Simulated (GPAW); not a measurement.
# InAs (F-43m) in GPAW: notebook, part 2 of 2

GPAW 26.7.0. Earlier steps stand in the parts before.

## (6) Equation of state, PBEsol

Input file run.py:

```python
import spglib
from ase import Atoms
from ase.eos import EquationOfState
from ase.io import Trajectory, read
from ase.units import GPa
from gpaw import GPAW, PW, setup_paths

setup_paths.insert(0, '.')

atoms = read('InAs.cif')
cell, positions, numbers = spglib.find_primitive(
    (atoms.cell[:], atoms.get_scaled_positions(), atoms.numbers), symprec=1e-4)
atoms = Atoms(numbers, cell=cell, scaled_positions=positions, pbc=True)

traj = Trajectory('eos.traj', 'w')
volumes, energies = [], []
for x in [0.94, 0.96, 0.98, 1.0, 1.02, 1.04, 1.06]:
    a = atoms.copy()
    a.set_cell(atoms.cell * x**(1 / 3), scale_atoms=True)
    calc = GPAW(mode=PW(600),
                xc='PBEsol',
                kpts={'size': (6, 6, 6), 'gamma': True},
                occupations={'name': 'fermi-dirac', 'width': 0.05},
                nbands=18,
                convergence={'density': 1e-05, 'energy': 1e-05},
                maxiter=150,
                txt=f'eos-{x:.2f}.txt')
    a.calc = calc
    energies.append(a.get_potential_energy(force_consistent=True))
    volumes.append(a.get_volume())
    p = -a.get_stress()[:3].mean() / GPa
    calc.write(f'eos-{x:.2f}.gpw')
    traj.write(a)
    print(f'{x:.2f} {volumes[-1]:10.4f} A^3 {energies[-1]:14.6f} eV {p:9.3f} GPa', flush=True)

v0, e0, B = EquationOfState(volumes, energies, eos='birchmurnaghan').fit()
print(f'V0 = {v0:.4f} A^3, E0 = {e0:.6f} eV, B0 = {B / GPa:.2f} GPa')
```

Input file InAs.cif:

```cif
data_InAs
_cell_length_a 6.03600000
_cell_length_b 6.03600000
_cell_length_c 6.03600000
_cell_angle_alpha 90.00000000
_cell_angle_beta 90.00000000
_cell_angle_gamma 90.00000000
_space_group_name_H-M_alt 'F-43m'
_space_group_name_Hall 'F -4 2 3'
_space_group_IT_number 216
loop_
_space_group_symop_operation_xyz
'x,y,z'
'y,-x,-z'
'-x,-y,z'
'-y,x,-z'
'x,-y,-z'
'y,x,z'
'-x,y,-z'
'-y,-x,z'
'z,x,y'
'-z,y,-x'
'z,-x,-y'
'-z,-y,x'
'-z,x,-y'
'z,y,x'
'-z,-x,y'
'z,-y,-x'
'y,z,x'
'-x,-z,y'
'-y,z,-x'
'x,-z,-y'
'-y,-z,x'
'x,z,y'
'y,-z,-x'
'-x,z,-y'
'x,y+1/2,z+1/2'
'y,-x+1/2,-z+1/2'
'-x,-y+1/2,z+1/2'
'-y,x+1/2,-z+1/2'
'x,-y+1/2,-z+1/2'
'y,x+1/2,z+1/2'
'-x,y+1/2,-z+1/2'
'-y,-x+1/2,z+1/2'
'z,x+1/2,y+1/2'
'-z,y+1/2,-x+1/2'
'z,-x+1/2,-y+1/2'
'-z,-y+1/2,x+1/2'
'-z,x+1/2,-y+1/2'
'z,y+1/2,x+1/2'
'-z,-x+1/2,y+1/2'
'z,-y+1/2,-x+1/2'
'y,z+1/2,x+1/2'
'-x,-z+1/2,y+1/2'
'-y,z+1/2,-x+1/2'
'x,-z+1/2,-y+1/2'
'-y,-z+1/2,x+1/2'
'x,z+1/2,y+1/2'
'y,-z+1/2,-x+1/2'
'-x,z+1/2,-y+1/2'
'x+1/2,y,z+1/2'
'y+1/2,-x,-z+1/2'
'-x+1/2,-y,z+1/2'
'-y+1/2,x,-z+1/2'
'x+1/2,-y,-z+1/2'
'y+1/2,x,z+1/2'
'-x+1/2,y,-z+1/2'
'-y+1/2,-x,z+1/2'
'z+1/2,x,y+1/2'
'-z+1/2,y,-x+1/2'
'z+1/2,-x,-y+1/2'
'-z+1/2,-y,x+1/2'
'-z+1/2,x,-y+1/2'
'z+1/2,y,x+1/2'
'-z+1/2,-x,y+1/2'
'z+1/2,-y,-x+1/2'
'y+1/2,z,x+1/2'
'-x+1/2,-z,y+1/2'
'-y+1/2,z,-x+1/2'
'x+1/2,-z,-y+1/2'
'-y+1/2,-z,x+1/2'
'x+1/2,z,y+1/2'
'y+1/2,-z,-x+1/2'
'-x+1/2,z,-y+1/2'
'x+1/2,y+1/2,z'
'y+1/2,-x+1/2,-z'
'-x+1/2,-y+1/2,z'
'-y+1/2,x+1/2,-z'
'x+1/2,-y+1/2,-z'
'y+1/2,x+1/2,z'
'-x+1/2,y+1/2,-z'
'-y+1/2,-x+1/2,z'
'z+1/2,x+1/2,y'
'-z+1/2,y+1/2,-x'
'z+1/2,-x+1/2,-y'
'-z+1/2,-y+1/2,x'
'-z+1/2,x+1/2,-y'
'z+1/2,y+1/2,x'
'-z+1/2,-x+1/2,y'
'z+1/2,-y+1/2,-x'
'y+1/2,z+1/2,x'
'-x+1/2,-z+1/2,y'
'-y+1/2,z+1/2,-x'
'x+1/2,-z+1/2,-y'
'-y+1/2,-z+1/2,x'
'x+1/2,z+1/2,y'
'y+1/2,-z+1/2,-x'
'-x+1/2,z+1/2,-y'
loop_
_atom_site_label
_atom_site_type_symbol
_atom_site_symmetry_multiplicity
_atom_site_Wyckoff_symbol
_atom_site_fract_x
_atom_site_fract_y
_atom_site_fract_z
_atom_site_occupancy
In1 In 4 a 0.0000000000 0.0000000000 0.0000000000 1
As1 As 4 c 0.2500000000 0.2500000000 0.2500000000 1
```

Potentials or basis: PAW data sets generated in the run's folder for this functional, pw.

The run is started by

```console
$ gpaw-setup -f PBEsol As In
$ OMP_NUM_THREADS=1 python run.py
```

Run time: 35 s. Hardware: 1 thread of Intel Xeon 6975P-C (Granite Rapids), shared host; peak memory 0.24 GiB.

Results (log left out):

```
Equilibrium volume                      : 28.15 Å³/atom
Bulk modulus                            : 56 GPa
Pressure derivative of the bulk modulus : 4.5
```

Energy against volume, from the lowest point:
```csv
volume (Å³/atom),energy (meV/atom)
25.840,38.91
26.389,21.71
26.939,9.81
27.489,2.76
28.039,0.00
28.588,1.13
29.138,5.71
```

## (7) Overview

```tsv
task	level	potentials or basis	spin	band path	band points	spin axis theta (degrees)	spin axis phi (degrees)	pressure (GPa)	V0 of scaled cells (Å³/atom)	B0 (GPa)
equation of state	C09-vdW	GPAW PAW data sets (gpaw-data 1.2.1), pw	off	-	-	-	-	-	28.52	55
band structure	BP86	PAW data sets generated in the run's folder for this functional, pw	SOC, no magnetisation	GXWKGLUWLK,UX	60	54.7	45	4.3	-	-
equation of state	PBEsol+D4	PAW data sets generated in the run's folder for this functional, pw	off	-	-	-	-	-	27.62	59
band structure	TASK	GPAW PAW data sets (gpaw-data 1.2.1), pw	SOC, no magnetisation	GXWKGLUWLK,UX	100	90	0	5.7	-	-
equation of state	PBEsol	PAW data sets generated in the run's folder for this functional, pw	off	-	-	-	-	-	28.15	56
```

Alike in all rows: cell as given; k mesh 6 × 6 × 6; cutoff (eV) 600; smearing fermi-dirac 0.05 eV.

Caveats: the PAW data sets were made with another functional, which shifts forces and pressure a little (some runs); spin-orbit coupling was added after a scalar SCF, so levels and gaps hold it while energy, forces, pressure and moments don't (some runs); this program's spin-orbit splittings come out too wide for heavy elements (some runs); this crystal is a semiconductor, whose small gap the functional closes, so the metal is an error of the method (some runs).

Absolute energies hang on the potentials; compare differences alone.

## (8) Against experiment

Step 3. A measured gap of InAs is 0.418 eV (direct; 4.2 K; a printed reference work, data compilation); the calculated 0.00 eV misses it by -0.42 eV. The value is that of BP86, without temperature or zero-point motion.

Step 5. A measured gap of InAs is 0.418 eV (direct; 4.2 K; a printed reference work, data compilation); the calculated 0.72 eV misses it by +0.30 eV. The value is that of TASK, without temperature or zero-point motion.
